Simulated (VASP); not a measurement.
# TiN (Fm-3m) in VASP: notebook

Runs on TiN. Level: PBE. Tasks: relaxation of cell and atoms.

Everything below comes from runs of VASP 6.6.1. Logs are shortened: lines on timing, memory, paths and dates and some standing lists are left out, and cuts for length are marked.

## 1. The crystal as given

The structure is cubic, space group Fm-3m (No. 225). The conventional cell has a = 4.238 Å, b = 4.238 Å, c = 4.238 Å, α = 90.00°, β = 90.00°, γ = 90.00°. Ti (site symmetry m-3m) has 6 N at 2.12 Å as nearest neighbours. Around N (site symmetry m-3m) lie 6 Ti at 2.12 Å.

## 2. Relaxation of cell and atoms, PBE, collinear spin, ferromagnetic start

INCAR reads:

```
PREC = Accurate
ENCUT = 520
EDIFF = 1E-7
ISMEAR = 0
SIGMA = 0.02
LREAL = F
LASPH = T
NELM = 120
ALGO = Normal
ISIF = 3
LWAVE = F
LCHARG = F
ISPIN = 2
MAGMOM = 1 0
LORBIT = 11
LMAXMIX = 4
GGA = PE
IBRION = 2
NSW = 80
EDIFFG = -0.002
```

KPOINTS reads:

```
regular mesh
0
Gamma
  12 12 12
```

POSCAR reads:

```
TiN
1.0
    0.0000000000      2.1190000000      2.1190000000
    2.1190000000      0.0000000000      2.1190000000
    2.1190000000      2.1190000000      0.0000000000
Ti N
1 1
Direct
    0.0000000000      0.0000000000      0.0000000000
    0.5000000000      0.5000000000      0.5000000000
```

Potentials or basis: VASP PAW PBE potentials, release 64 (Ti_sv, N).

Run with:

```sh
cat potpaw_PBE.64/Ti_sv/POTCAR potpaw_PBE.64/N/POTCAR > POTCAR
mpirun -np 1 vasp_std > vasp.out
```

OUTCAR:

```text
PREC = Accurate
   ENCUT = 520
   EDIFF = 1E-7
   ISMEAR = 0
   LREAL = F
   LASPH = T
   NELM = 120
   ISIF = 3
   ISPIN = 2
   LORBIT = 11
   GGA = PE
   IBRION = 2
   NSW = 80
   EDIFFG = -0.002

 ion  position               nearest neighbor table
   1  0.000  0.000  0.000-   2 2.12   2 2.12   2 2.12   2 2.12   2 2.12   2 2.12
   2  0.500  0.500  0.500-   1 2.12   1 2.12   1 2.12   1 2.12   1 2.12   1 2.12

  LATTYP: Found a face centered cubic cell.
 ALAT       =     4.2380000000

  Lattice vectors:

 A1 = (   0.0000000000,   2.1190000000,   2.1190000000)
 A2 = (   2.1190000000,   0.0000000000,   2.1190000000)
 A3 = (   2.1190000000,   2.1190000000,   0.0000000000)

Analysis of symmetry for initial positions (statically):
=====================================================================
 Subroutine PRICEL returns:
 Original cell was already a primitive cell.

 Routine SETGRP: Setting up the symmetry group for a
 face centered cubic supercell.

 Subroutine GETGRP returns: Found 48 space group operations
 (whereof 48 operations were pure point group operations)
 out of a pool of 48 trial point group operations.

The static configuration has the point symmetry O_h .

Analysis of symmetry for dynamics (positions and initial velocities):
=====================================================================
 Subroutine PRICEL returns:
 Original cell was already a primitive cell.

 Routine SETGRP: Setting up the symmetry group for a
 face centered cubic supercell.

 Subroutine GETGRP returns: Found 48 space group operations
 (whereof 48 operations were pure point group operations)
 out of a pool of 48 trial point group operations.

The dynamic configuration has the point symmetry O_h .

Analysis of structural, dynamic, and magnetic symmetry:
=====================================================================
 Subroutine PRICEL returns:
 Original cell was already a primitive cell.

 Routine SETGRP: Setting up the symmetry group for a
 face centered cubic supercell.

 Subroutine GETGRP returns: Found 48 space group operations
 (whereof 48 operations were pure point group operations)
 out of a pool of 48 trial point group operations.

The overall configuration has the point symmetry O_h .

 Subroutine INISYM returns: Found 48 space group operations
 (whereof 48 operations are pure point group operations),
 and found     1 'primitive' translations

----------------------------------------------------------------------------------------

                                     Primitive cell

[... 124 lines left out ...]
  energy-cutoff  :      520.00
  volume of cell :       19.03
 maximum number of plane-waves:       532
 NGX is ok and might be reduce to    24
   NGX = 11   NGY = 11   NGZ = 11

--------------------------------------- Ionic step        1  -------------------------------------------

 number of electron      17.0000002 magnetization      -0.0040389

 number of electron      17.0000002 magnetization       0.0006954

 Free energy of the ion-electron system (eV)
  ---------------------------------------------------
  ext. energy  EPLUGINS =         0.00000000
  ---------------------------------------------------
  free energy    TOTEN  =       -19.63652479 eV

  energy without entropy =      -19.63611630  energy(sigma->0) =      -19.63632054

------------------------ aborting loop because EDIFF is reached ----------------------------------------

  FORCE on cell =-STRESS in cart. coord.  units (eV):
  Direction    XX          YY          ZZ          XY          YZ          ZX
  --------------------------------------------------------------------------------------
  -------------------------------------------------------------------------------------
  Total        0.2613396      0.2613396      0.2613396      0.0000000      0.0000000     -0.0000000
  in kB       22.0035633     22.0035633     22.0035633      0.0000000      0.0000000     -0.0000000
  external PRESSURE =      22.0035633 kB  Pullay stress =       0.0000000 kB
[... 59 lines left out ...]
--------------------------------------- Ionic step        3  -------------------------------------------

 number of electron      17.0000002 magnetization       0.0000004

 Free energy of the ion-electron system (eV)
  ---------------------------------------------------
  ext. energy  EPLUGINS =         0.00000000
  ---------------------------------------------------
  free energy    TOTEN  =       -19.63754847 eV

  energy without entropy =      -19.63713852  energy(sigma->0) =      -19.63734350

 E-fermi :  11.3229     XC(G=0): -12.9917

 val. band max:       11.3178760427   @ k =   0.5000   0.2500   0.0833
 cond. band min:      11.3280719190   @ k =   0.1667   0.0000   0.0000
 fundamental gap:      0.0101958763
 Fermi energy:        11.3229100963

 spin component 1

 k-point     1 :       0.0000    0.0000    0.0000
  band No.  band energies     occupation
      1     -46.5073      1.00000
      2     -22.4902      1.00000
      3     -22.4902      1.00000
      4     -22.4902      1.00000
      5      -5.6918      1.00000
      6       9.3414      1.00000
      7       9.3414      1.00000
      8       9.3414      1.00000
      9      10.7640      1.00000
     10      10.7640      1.00000
     11      10.7640      1.00000
     12      11.9455      0.00000
     13      11.9455      0.00000
[... 356 lines left out ...]
      2     -23.0520      1.00000
      3     -22.6545      1.00000
      4     -22.5671      1.00000
      5      -3.4520      1.00000
      6       3.9198      1.00000
      7       5.9676      1.00000
      8       6.1281      1.00000
      9      12.6203      0.00000
     10      12.9391      0.00000
     11      13.4524      0.00000
     12      15.7944      0.00000
     13      16.7578      0.00000

 [... further k-points ...]

 spin component 2

 k-point     1 :       0.0000    0.0000    0.0000
  band No.  band energies     occupation
      1     -46.5073      1.00000
      2     -22.4902      1.00000
      3     -22.4902      1.00000
      4     -22.4902      1.00000
      5      -5.6918      1.00000
      6       9.3414      1.00000
      7       9.3414      1.00000
      8       9.3414      1.00000
      9      10.7640      1.00000
     10      10.7640      1.00000
     11      10.7640      1.00000
     12      11.9455      0.00000
     13      11.9455      0.00000
[... 397 lines left out ...]
  FREE ENERGIE OF THE ION-ELECTRON SYSTEM (eV)
  ---------------------------------------------------
  free  energy   TOTEN  =       -19.6375484729 eV

  energy  without entropy=      -19.6371385228  energy(sigma->0) =      -19.63734350

 reached required accuracy - stopping structural energy minimisation

 total charge

# of ion       s       p       d       tot
------------------------------------------
    1        2.182   6.225   1.964  10.371
    2        1.246   2.504   0.000   3.751
--------------------------------------------------
tot          3.428   8.730   1.964  14.122

 magnetization (x)

# of ion       s       p       d       tot
------------------------------------------
    1       -0.000   0.000   0.000   0.000
    2        0.000   0.000   0.000   0.000
--------------------------------------------------
tot         -0.000   0.000   0.000   0.000
```

OSZICAR:

```text
N       E                     dE             d eps       ncg     rms          rms(c)
DAV:   1     0.142825577907E+03    0.14283E+03   -0.91078E+03  3752   0.160E+03
DAV:   2    -0.132992184623E+02   -0.15612E+03   -0.14847E+03  4047   0.404E+02
DAV:   3    -0.241093758123E+02   -0.10810E+02   -0.10548E+02  4329   0.107E+02
[... 34 lines left out ...]
DAV:   7    -0.196375470125E+02   -0.15690E-03   -0.28309E-04  5380   0.136E-01    0.190E-02
DAV:   8    -0.196375471350E+02   -0.12249E-06   -0.39822E-05  4056   0.574E-02    0.299E-03
DAV:   9    -0.196375482249E+02   -0.10900E-05   -0.30234E-06  4992   0.110E-02    0.194E-03
DAV:  10    -0.196375484651E+02   -0.24018E-06   -0.54120E-07  3937   0.640E-03    0.679E-04
DAV:  11    -0.196375484729E+02   -0.77464E-08   -0.35997E-08  1888   0.209E-03
   3 F= -.19637548E+02 E0= -.19637343E+02  d E =-.102368E-02  mag=     0.0000
```

CONTCAR:

```text
TiN
   1.00000000000000
     0.0000000000000000    2.1245656971918843    2.1245656971918843
     2.1245656971918843    0.0000000000000000    2.1245656971918843
     2.1245656971918843    2.1245656971918843   -0.0000000000000000
  Ti              N
     1     1
Direct
     0.0000000000000000    0.0000000000000000    0.0000000000000000
     0.5000000000000000    0.5000000000000000    0.5000000000000000

  0.00000000E+00  0.00000000E+00  0.00000000E+00
  0.00000000E+00  0.00000000E+00  0.00000000E+00
```

It took 35 s on 1 thread of Intel Xeon 6975P-C (Granite Rapids), shared host; peak memory 0.16 GiB.

What came out:

| Property | Result |
| --- | --- |
| Free energy | -19.6375 eV |
| Relaxed volume | 9.59 Å³/atom |
| Relaxed cell | a = 3.005 Å, b = 3.005 Å, c = 3.005 Å, α = 60.00°, β = 60.00°, γ = 60.00° |
| Space group after relaxing (to 0.05 Å) | Fm-3m (No. 225) |
| Energy gained by relaxing | 0.5 meV/atom |
| Ionic steps | 3 |
| Pressure after relaxing | 0.0 GPa |
| Band gap on the k mesh | none (metal or under the smearing width) |
| Net moment | 0.00 μB per cell |
| Valence electrons inside the program's atomic spheres | Ti 10.37; N 3.75 |

The path:
```csv
step,energy change (eV),largest force (eV/Å),pressure (GPa),volume (Å³)
1,0.0000,0.0000,2.20,19.03
2,0.0010,0.0000,-2.99,19.39
3,-0.0010,0.0000,0.00,19.18
```

Final structure:
```yaml
crystal:
  lattice:
    - [0.00000, 2.12457, 2.12457]
    - [2.12457, 0.00000, 2.12457]
    - [2.12457, 2.12457, 0.00000]
  atoms:
    - { symbol: Ti, position: [0.00000, 0.00000, 0.00000] }
    - { symbol: N, position: [0.50000, 0.50000, 0.50000] }
```

Levels at points of the mesh, in eV from the Fermi level:
Spin up:
| k point | band 7 | band 8 | band 9 | band 10 | band 11 | band 12 |
| --- | --- | --- | --- | --- | --- | --- |
| (0.00, 0.00, 0.00) | -1.98 | -1.98 | -0.56 | -0.56 | -0.56 | 0.62 |
| (0.50, 0.00, 0.00) | -5.40 | -5.40 | 1.72 | 1.72 | 2.38 | 5.74 |
| (0.50, 0.50, 0.00) | -3.17 | -3.17 | -2.99 | 1.67 | 2.41 | 2.41 |
Spin down:
```tsv
k point	band 5	band 6	band 7	band 8	band 9	band 10	band 11	band 12	band 13
(0.00, 0.00, 0.00)	-17.01	-1.98	-1.98	-1.98	-0.56	-0.56	-0.56	0.62	0.62
(0.50, 0.00, 0.00)	-14.58	-7.99	-5.40	-5.40	1.72	1.72	2.38	5.74	5.74
(0.50, 0.50, 0.00)	-15.61	-5.76	-3.17	-3.17	-2.99	1.67	2.41	2.41	3.61
```

PBE usually gives volumes a little too large and moduli too small. Zero-point motion and thermal expansion aren't in these numbers.

## 3. Relaxation of cell and atoms, PBE, collinear spin, ferromagnetic start

This run uses another cell than the first one, of 9.59 Å³/atom, 1.008 times its volume.

INCAR is that of step 2.

KPOINTS is that of step 2.

POSCAR reads:

```
TiN                                     
1.0
    0.0000000000      2.1245656972      2.1245656972
    2.1245656972      0.0000000000      2.1245656972
    2.1245656972      2.1245656972     -0.0000000000
  Ti              N             
     1     1
Direct
     0.0000000000000000    0.0000000000000000    0.0000000000000000
     0.5000000000000000    0.5000000000000000    0.5000000000000000
```

Potentials or basis: VASP PAW PBE potentials, release 64 (Ti_sv, N).

Run with:

```sh
cat potpaw_PBE.64/Ti_sv/POTCAR potpaw_PBE.64/N/POTCAR > POTCAR
mpirun -np 1 vasp_std > vasp.out
```

Wall time 15 s (1 thread of Intel Xeon 6975P-C (Granite Rapids), shared host); peak memory 0.16 GiB.

The run converged. Its results:

| Property | Result |
| --- | --- |
| Free energy | -19.6377 eV |
| Pressure after relaxing | 0.0 GPa |
| Band gap on the k mesh | none (metal or under the smearing width) |
| Net moment | 0.00 μB per cell |
| Valence electrons inside the program's atomic spheres | Ti 10.37; N 3.75 |

Final structure:
```
Ti N
1.0
     0.00000    2.12457    2.12457
     2.12457    0.00000    2.12457
     2.12457    2.12457    0.00000
Ti N
1 1
Direct
  0.00000 0.00000 0.00000
  0.50000 0.50000 0.50000
```

Levels at points of the mesh, in eV from the Fermi level:
Spin up:
```tsv
k point	band 6	band 7	band 8	band 9	band 10	band 11	band 12	band 13
(0.00, 0.00, 0.00)	-1.98	-1.98	-1.98	-0.56	-0.56	-0.56	0.62	0.62
(0.50, 0.00, 0.00)	-7.99	-5.40	-5.40	1.72	1.72	2.38	5.74	5.74
(0.50, 0.50, 0.00)	-5.76	-3.17	-3.17	-2.99	1.67	2.41	2.41	3.61
```
Spin down:
| k point | band 7 | band 8 | band 9 | band 10 | band 11 | band 12 |
| --- | --- | --- | --- | --- | --- | --- |
| (0.00, 0.00, 0.00) | -1.98 | -1.98 | -0.56 | -0.56 | -0.56 | 0.62 |
| (0.50, 0.00, 0.00) | -5.40 | -5.40 | 1.72 | 1.72 | 2.38 | 5.74 |
| (0.50, 0.50, 0.00) | -3.17 | -3.17 | -2.99 | 1.67 | 2.41 | 2.41 |

Caveat: the relaxation stopped at its first step, so nothing moved.
